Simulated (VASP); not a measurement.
# MgO (Fm-3m) in VASP: further runs

The runs below take MgO through single point, with PBE.

Everything below comes from runs of VASP 6.6.1. Logs are shortened: lines on timing, memory, paths and dates and some standing lists are left out, and cuts for length are marked.

**Measured values to compare with.**

“Electronic structure of alkaline earth and post-transition metal oxides”, 2009, arxiv:0908.1581 quotes, for a bulk crystal of MgO: band gap 7.83 eV.

The results are compared with them further down.

### 1 Starting point

Symmetry: Fm-3m, No. 225, cubic system. The conventional cell has a = 4.217 Å, b = 4.217 Å, c = 4.217 Å, α = 90.00°, β = 90.00°, γ = 90.00°. Around Mg (site symmetry m-3m) lie 6 O at 2.11 Å. Around O (site symmetry m-3m) lie 6 Mg at 2.11 Å.

### 2 Single point, PBE

INCAR reads:

```
SYSTEM = MgO
PREC = Accurate
ENCUT = 350
EDIFF = 1E-7
ISMEAR = 0
SIGMA = 0.02
LREAL = .FALSE.
LASPH = .TRUE.
NELM = 80
ALGO = Normal
ISIF = 2
LWAVE = .FALSE.
LCHARG = .FALSE.
GGA = PE
NBANDS = 11
```

KPOINTS reads:

```
Automatic mesh
0
G
  10 10 10
  0 0 0
```

POSCAR reads:

```
MgO
1.0
    0.0000000000      2.1085000000      2.1085000000
    2.1085000000      0.0000000000      2.1085000000
    2.1085000000      2.1085000000      0.0000000000
Mg O
1 1
Direct
    0.0000000000      0.0000000000      0.0000000000
    0.5000000000      0.5000000000      0.5000000000
```

Potentials or basis: VASP PAW PBE potentials, release 64 (Mg, O).

Launch:

```console
$ cat potpaw_PBE.64/Mg/POTCAR potpaw_PBE.64/O/POTCAR > POTCAR
$ mpirun -np 1 vasp_std > vasp.out
```

OUTCAR:

```text
SYSTEM = MgO
   PREC = Accurate
   ENCUT = 350
   EDIFF = 1E-7
   ISMEAR = 0
   LREAL = .FALSE.
   LASPH = .TRUE.
   NELM = 80
   ISIF = 2
   GGA = PE

 ion  position               nearest neighbor table
   1  0.000  0.000  0.000-   2 2.11   2 2.11   2 2.11   2 2.11   2 2.11   2 2.11
   2  0.500  0.500  0.500-   1 2.11   1 2.11   1 2.11   1 2.11   1 2.11   1 2.11

  LATTYP: Found a face centered cubic cell.
 ALAT       =     4.2170000000

  Lattice vectors:

 A1 = (   0.0000000000,   2.1085000000,   2.1085000000)
 A2 = (   2.1085000000,   0.0000000000,   2.1085000000)
 A3 = (   2.1085000000,   2.1085000000,   0.0000000000)

Analysis of symmetry for initial positions (statically):
=====================================================================
 Subroutine PRICEL returns:
 Original cell was already a primitive cell.

 Routine SETGRP: Setting up the symmetry group for a
 face centered cubic supercell.

 Subroutine GETGRP returns: Found 48 space group operations
 (whereof 48 operations were pure point group operations)
 out of a pool of 48 trial point group operations.

The static configuration has the point symmetry O_h .

Analysis of symmetry for dynamics (positions and initial velocities):
=====================================================================
 Subroutine PRICEL returns:
 Original cell was already a primitive cell.

 Routine SETGRP: Setting up the symmetry group for a
 face centered cubic supercell.

 Subroutine GETGRP returns: Found 48 space group operations
 (whereof 48 operations were pure point group operations)
 out of a pool of 48 trial point group operations.

The dynamic configuration has the point symmetry O_h .

 Subroutine INISYM returns: Found 48 space group operations
 (whereof 48 operations are pure point group operations),
 and found     1 'primitive' translations

----------------------------------------------------------------------------------------

                                     Primitive cell

  volume of cell :      18.7478

  direct lattice vectors                    reciprocal lattice vectors
     0.000000000  2.108500000  2.108500000    -0.237135404  0.237135404  0.237135404
     2.108500000  0.000000000  2.108500000     0.237135404 -0.237135404  0.237135404
     2.108500000  2.108500000  0.000000000     0.237135404  0.237135404 -0.237135404

  length of vectors
     2.981869296  2.981869296  2.981869296     0.410730569  0.410730569  0.410730569

  position of ions in fractional coordinates (direct lattice)
     0.000000000  0.000000000  0.000000000
     0.500000000  0.500000000  0.500000000

  ion indices of the primitive-cell ions
   primitive index   ion index
                 1           1
                 2           2

----------------------------------------------------------------------------------------

 KPOINTS: Automatic mesh

Automatic generation of k-mesh.
 Grid dimensions read from file:
 generate k-points for:   10   10   10

 Generating k-lattice:

  Cartesian coordinates                     Fractional coordinates (reciprocal lattice)
    -0.023713540  0.023713540  0.023713540     0.100000000  0.000000000  0.000000000
     0.023713540 -0.023713540  0.023713540     0.000000000  0.100000000  0.000000000
     0.023713540  0.023713540 -0.023713540     0.000000000  0.000000000  0.100000000

  Length of vectors
     0.041073057  0.041073057  0.041073057

  Shift w.r.t. Gamma in fractional coordinates (k-lattice)
     0.000000000  0.000000000  0.000000000

 Subroutine IBZKPT returns following result:
 ===========================================

 Found     47 irreducible k-points:

 Following reciprocal coordinates:
            Coordinates               Weight
  0.000000  0.000000  0.000000      1.000000
  0.100000  0.000000  0.000000      8.000000
  0.200000  0.000000  0.000000      8.000000
  0.300000  0.000000  0.000000      8.000000
  0.400000  0.000000  0.000000      8.000000
  0.500000  0.000000  0.000000      4.000000
[... 16 lines left out ...]
  0.300000  0.300000  0.000000      6.000000
  0.400000  0.300000  0.000000     24.000000
 [... further k-points ...]
   k-points           NKPTS =     47   k-points in BZ     NKDIM =     47   number of bands    NBANDS=     11
   number of dos      NEDOS =    301   number of ions     NIONS =      2
   total plane-waves  NPLWV =   5832
   dimension x,y,z NGX =    18 NGY =   18 NGZ =   18
   dimension x,y,z NGXF=    36 NGYF=   36 NGZF=   36
   ions per type =               1   1
   NGX,Y,Z   is equivalent  to a cutoff of  10.04, 10.04, 10.04 a.u.
   NGXF,Y,Z  is equivalent  to a cutoff of  20.07, 20.07, 20.07 a.u.
 SYSTEM =  MgO
   PREC   = accura    normal or accurate (medium, high low for compatibility)
   ISTART =      0    job   : 0-new  1-cont  2-samecut
   ICHARG =      2    charge: 1-file 2-atom 10-const
   ISPIN  =      1    spin polarized calculation?
   LNONCOLLINEAR =      F non collinear calculations
   LSORBIT =      F    spin-orbit coupling
   LASPH  =      T    aspherical Exc in radial PAW
   ENCUT  =  350.0 eV  25.72 Ry    5.07 a.u.   4.55  4.55  4.55*2*pi/ulx,y,z
   NELM   =     80;   NELMIN=  2; NELMDL= -5     # of ELM steps
   EDIFF  = 0.1E-06   stopping-criterion for ELM
   LREAL  =      F    real-space projection
   EDIFFG = 0.1E-05   stopping-criterion for IOM
   NSW    =      0    number of steps for IOM
   IBRION =     -1    ionic relax: 0-MD 1-quasi-New 2-CG
   NFREE  =      0    steps in history (QN), initial steepest desc. (CG)
   ISIF   =      2    stress and relaxation
   ISYM   =      2    0-nonsym 1-usesym 2-fastsym
   POTIM  = 0.5000    time-step for ionic-motion
   TEBEG  =    0.0;   TEEND  =   0.0 temperature during run
   PSTRESS=    0.0 pullay stress
   NELECT =       8.0000    total number of electrons
   NUPDOWN=      -1.0000    fix difference up-down
   EMIN   =  10.00;   EMAX   =-10.00  energy-range for DOS
   EFERMI =   0.00;   METHOD = LEGACY
   ISMEAR =     0;   SIGMA  =   0.02  broadening in eV -4-tet -1-fermi 0-gaus
   EFERMI_NEDOS =   21; number of points for ismear=-14 and -15
   IALGO  =     38    algorithm
   IMIX   =      4    mixing-type and parameters
     AMIX     =   0.40;   BMIX     =  1.00
     AMIX_MAG =   1.60;   BMIX_MAG =  1.00
  volume/ion in A,a.u.               =       9.37        63.26
  Fermi-wavevector in a.u.,A,eV,Ry     =   1.232503  2.329092 20.668107  1.519063
  Thomas-Fermi vector in A             =   2.367270
   LORBIT       =      0    0 simple, 1 ext, 2 COOP (PROOUT), +10 PAW based schemes
   GGA     = PE    functional components
   LHFCALC =     F    Hartree Fock is set to
   AEXX    =    0.0000 exact exchange contribution
   IVDW    =     0    specifies the selected vdW correction
   LEPSILON=     F    determine dielectric tensor
   LRPA    =     F    only Hartree local field effects (RPA)
 non-spin polarized calculation
 Gauss-broadening in eV      SIGMA  =   0.02
  energy-cutoff  :      350.00
  volume of cell :       18.75
 maximum number of plane-waves:       291
   NGX =  9   NGY =  9   NGZ =  9

 number of electron       7.9999994 magnetization

 Free energy of the ion-electron system (eV)
  ---------------------------------------------------
  ext. energy  EPLUGINS =         0.00000000
  ---------------------------------------------------
  free energy    TOTEN  =       -11.97469730 eV

  energy without entropy =      -11.97469730  energy(sigma->0) =      -11.97469730

 E-fermi :   3.2438     XC(G=0): -11.0582

 val. band max:        3.1276700955   @ k =   0.0000   0.0000   0.0000
 cond. band min:       7.8316400641   @ k =   0.0000   0.0000   0.0000
 fundamental gap:      4.7039699686
 Fermi energy:         3.2438078311

 k-point     1 :       0.0000    0.0000    0.0000
  band No.  band energies     occupation
      1     -14.1246      2.00000
      2       3.1277      2.00000
      3       3.1277      2.00000
      4       3.1277      2.00000
      5       7.8316      0.00000
      6      18.9546      0.00000
      7      18.9546      0.00000
      8      18.9546      0.00000
      9      22.8723      0.00000
     10      24.6259      0.00000
     11      24.6259      0.00000

 k-point     2 :       0.1000    0.0000    0.0000
  band No.  band energies     occupation
      1     -14.0191      2.00000
      2       2.4793      2.00000
      3       3.0667      2.00000
      4       3.0667      2.00000
      5       8.4646      0.00000
      6      17.7109      0.00000
      7      19.1938      0.00000
      8      19.1938      0.00000
      9      23.8945      0.00000
     10      23.8945      0.00000
     11      24.5217      0.00000

 k-point     3 :       0.2000    0.0000    0.0000
  band No.  band energies     occupation
      1     -13.7333      2.00000
      2       1.1565      2.00000
      3       2.8941      2.00000
      4       2.8942      2.00000
      5       9.6647      0.00000
      6      16.1992      0.00000
      7      19.6733      0.00000
      8      19.6734      0.00000
      9      23.2054      0.00000
     10      23.2054      0.00000
     11      25.3889      0.00000

 k-point     4 :       0.3000    0.0000    0.0000
  band No.  band energies     occupation
      1     -13.3474      2.00000
      2      -0.1545      2.00000
      3       2.6839      2.00000
      4       2.6840      2.00000
      5      10.6115      0.00000
      6      15.5131      0.00000
      7      19.7783      0.00000
      8      19.7783      0.00000
      9      23.6608      0.00000
     10      23.6608      0.00000
     11      24.7681      0.00000

 k-point     5 :       0.4000    0.0000    0.0000
  band No.  band energies     occupation
      1     -12.9993      2.00000
      2      -1.1033      2.00000
      3       2.5318      2.00000
      4       2.5318      2.00000
      5      10.9798      0.00000
      6      15.6301      0.00000
      7      19.5578      0.00000
      8      19.5578      0.00000
      9      24.2117      0.00000
     10      24.9283      0.00000
     11      24.9283      0.00000
[... 211 lines left out ...]
 k-point    21 :      -0.3000    0.2000    0.0000
  band No.  band energies     occupation
      1     -12.9208      2.00000
      2      -0.5157      2.00000
      3       1.3328      2.00000
      4       2.4758      2.00000
      5      12.4124      0.00000
      6      15.1072      0.00000
      7      17.3331      0.00000
      8      20.4673      0.00000
      9      23.4210      0.00000
     10      24.2341      0.00000
     11      28.1956      0.00000

 k-point    22 :      -0.2000    0.2000    0.0000
  band No.  band energies     occupation
      1     -13.2303      2.00000
      2       0.0491      2.00000
      3       1.8006      2.00000
      4       2.6858      2.00000
      5      11.5769      0.00000
      6      15.0740      0.00000
      7      18.2549      0.00000
      8      20.9249      0.00000
      9      21.6260      0.00000
     10      24.5235      0.00000
     11      27.9636      0.00000

 k-point    23 :       0.3000    0.3000    0.0000
  band No.  band energies     occupation
      1     -13.1492      2.00000
      2      -0.0092      2.00000
      3       2.1886      2.00000
      4       2.1886      2.00000
      5      11.9663      0.00000
      6      13.6028      0.00000
      7      17.5651      0.00000
      8      21.0869      0.00000
      9      21.0869      0.00000
     10      27.2760      0.00000
     11      30.5236      0.00000

 k-point    24 :       0.4000    0.3000    0.0000
  band No.  band energies     occupation
      1     -12.9014      2.00000
      2      -0.4186      2.00000
      3       1.8289      2.00000
      4       2.0458      2.00000
      5      12.7173      0.00000
      6      13.3467      0.00000
      7      16.7645      0.00000
      8      21.3352      0.00000
      9      21.5426      0.00000
     10      28.0254      0.00000
     11      30.1110      0.00000

 [... further k-points ...]
[... 5 lines left out ...]
  --------------------------------------------------------------------------------------
  -------------------------------------------------------------------------------------
  Total       -1.3884787     -1.3884787     -1.3884787     -0.0000000      0.0000000      0.0000000
  in kB     -118.6585398   -118.6585398   -118.6585398     -0.0000000      0.0000000      0.0000000
  external PRESSURE =    -118.6585398 kB  Pullay stress =       0.0000000 kB

 VOLUME and BASIS-vectors are now :
 -----------------------------------------------------------------------------
  energy-cutoff  :      350.00
  volume of cell :       18.75
      direct lattice vectors                 reciprocal lattice vectors
     0.000000000  2.108500000  2.108500000    -0.237135404  0.237135404  0.237135404
     2.108500000  0.000000000  2.108500000     0.237135404 -0.237135404  0.237135404
     2.108500000  2.108500000  0.000000000     0.237135404  0.237135404 -0.237135404

 POSITION                                       TOTAL-FORCE (eV/Angst)
 -----------------------------------------------------------------------------------
      0.00000      0.00000      0.00000         0.000000      0.000000      0.000000
      2.10850      2.10850      2.10850        -0.000000     -0.000000     -0.000000
 -----------------------------------------------------------------------------------
    total drift:                               -0.000000     -0.000000     -0.000000

  FREE ENERGIE OF THE ION-ELECTRON SYSTEM (eV)
  ---------------------------------------------------
  free  energy   TOTEN  =       -11.9746973014 eV

  energy  without entropy=      -11.9746973014  energy(sigma->0) =      -11.97469730
```

Wall time 6.6 s (1 thread of Intel Xeon Platinum 8488C (Sapphire Rapids), shared host); peak memory 0.12 GiB.

The run converged, but a check on its numbers failed (symmetry, net force, bounds or a known fault of this set-up), so they aren't taken as properties of the crystal.

Caveat: the cutoff lies under the usual one of these potentials, so the numbers hold a large basis-set error.

### 3 Single point, PBE

Changes to INCAR since step 2:

```diff
@@ -2,3 +2,3 @@
 PREC = Accurate
-ENCUT = 350
+ENCUT = 400
 EDIFF = 1E-7
```

KPOINTS is that of step 2.

POSCAR is that of step 2.

Potentials or basis: VASP PAW PBE potentials, release 64 (Mg, O).

Launch:

```console
$ cat potpaw_PBE.64/Mg/POTCAR potpaw_PBE.64/O/POTCAR > POTCAR
$ mpirun -np 1 vasp_std > vasp.out
```

Wall time 6.1 s (1 thread of Intel Xeon Platinum 8488C (Sapphire Rapids), shared host); peak memory 0.13 GiB.

It converged, with:

| Quantity | Value |
| --- | --- |
| Free energy | -11.9289 eV |
| Band gap on the k mesh | 4.70 eV, direct |

Levels at points of the mesh, in eV from the valence-band top:
```tsv
k point	band 2	band 3	band 4	band 5	band 6	band 7
(0.00, 0.00, 0.00)	0.00	0.00	0.00	4.70	15.80	15.80
(0.50, 0.00, 0.00)	-4.60	-0.65	-0.65	7.89	12.60	16.29
(0.50, 0.50, 0.00)	-4.07	-1.34	-1.34	9.13	9.95	13.09
```

Caveat: the cutoff is under 1.25 times the usual one of these potentials, so pressure, stress and relaxed cells hold a basis-set (Pulay) error.

### 4 Single point, PBE

Changes to INCAR since step 3:

```diff
@@ -2,3 +2,3 @@
 PREC = Accurate
-ENCUT = 400
+ENCUT = 450
 EDIFF = 1E-7
```

KPOINTS is that of step 3.

POSCAR is that of step 3.

Launch:

```console
$ cat potpaw_PBE.64/Mg/POTCAR potpaw_PBE.64/O/POTCAR > POTCAR
$ mpirun -np 1 vasp_std > vasp.out
```

It took 6.7 s on 1 thread of Intel Xeon Platinum 8488C (Sapphire Rapids), shared host; peak memory 0.14 GiB.

Results (log left out):

```yaml
Free_energy: -11.9123 eV
Band_gap_on_the_k_mesh: 4.70 eV, direct
```

Levels at points of the mesh, in eV from the valence-band top:
| k point | band 2 | band 3 | band 4 | band 5 | band 6 | band 7 |
| --- | --- | --- | --- | --- | --- | --- |
| (0.00, 0.00, 0.00) | 0.00 | 0.00 | 0.00 | 4.70 | 15.78 | 15.78 |
| (0.50, 0.00, 0.00) | -4.60 | -0.65 | -0.65 | 7.88 | 12.58 | 16.28 |
| (0.50, 0.50, 0.00) | -4.07 | -1.34 | -1.34 | 9.12 | 9.93 | 13.07 |

Caveat: the cutoff is under 1.25 times the usual one of these potentials, so pressure, stress and relaxed cells hold a basis-set (Pulay) error.

### 5 Single point, PBE

Changes to INCAR since step 4:

```diff
@@ -2,3 +2,3 @@
 PREC = Accurate
-ENCUT = 450
+ENCUT = 520
 EDIFF = 1E-7
```

KPOINTS is that of step 4.

POSCAR is that of step 4.

Launch:

```console
$ cat potpaw_PBE.64/Mg/POTCAR potpaw_PBE.64/O/POTCAR > POTCAR
$ mpirun -np 1 vasp_std > vasp.out
```

Run time: 7.2 s. Hardware: 1 thread of Intel Xeon Platinum 8488C (Sapphire Rapids), shared host; peak memory 0.14 GiB.

The run converged. Its results:

| Item | Value |
| --- | --- |
| Free energy | -11.9071 eV |
| Pressure | 3.4 GPa |
| Band gap on the k mesh | 4.69 eV, direct |

Levels at points of the mesh, in eV from the valence-band top:
```tsv
k point	band 2	band 3	band 4	band 5	band 6	band 7
(0.00, 0.00, 0.00)	0.00	0.00	0.00	4.69	15.78	15.78
(0.50, 0.00, 0.00)	-4.60	-0.65	-0.65	7.87	12.57	16.27
(0.50, 0.50, 0.00)	-4.07	-1.34	-1.34	9.12	9.93	13.06
```

### 6 Overview

| cutoff (eV) | gap on the mesh (eV) |
| --- | --- |
| 400 | 4.70 |
| 450 | 4.70 |
| 520 | 4.69 |

Alike in all rows: task single point; level PBE; potentials or basis VASP PAW PBE potentials, release 64 (Mg, O); no spin polarisation; cell as given; k mesh 10 × 10 × 10; smearing gaussian 0.02 eV.

On the cell as given the gap runs from 4.69 eV (PBE) to 4.70 eV (PBE).

Caveats: the cutoff is under 1.25 times the usual one of these potentials, so pressure, stress and relaxed cells hold a basis-set (Pulay) error (some runs).

Total energies depend on the potentials used, so only differences within one code and one set of settings carry meaning.

### 7 Against experiment

Step 3. Against the measured gap of MgO, 7.83 eV (quoted in “Electronic structure of alkaline earth and post-transition metal oxides”, 2009, arxiv:0908.1581), the calculated 4.70 eV is off by -3.13 eV. The value is that of PBE, without temperature or zero-point motion. Semilocal functionals fall short of measured gaps as a rule.

Step 4. Against the measured gap of MgO, 7.83 eV (quoted in “Electronic structure of alkaline earth and post-transition metal oxides”, 2009, arxiv:0908.1581), the calculated 4.70 eV is off by -3.13 eV. The value is that of PBE, without temperature or zero-point motion. Semilocal functionals fall short of measured gaps as a rule.

Step 5. A measured gap of MgO is 7.83 eV (quoted in “Electronic structure of alkaline earth and post-transition metal oxides”, 2009, arxiv:0908.1581); the calculated 4.69 eV misses it by -3.14 eV. The value is that of PBE, without temperature or zero-point motion. Semilocal functionals fall short of measured gaps as a rule.
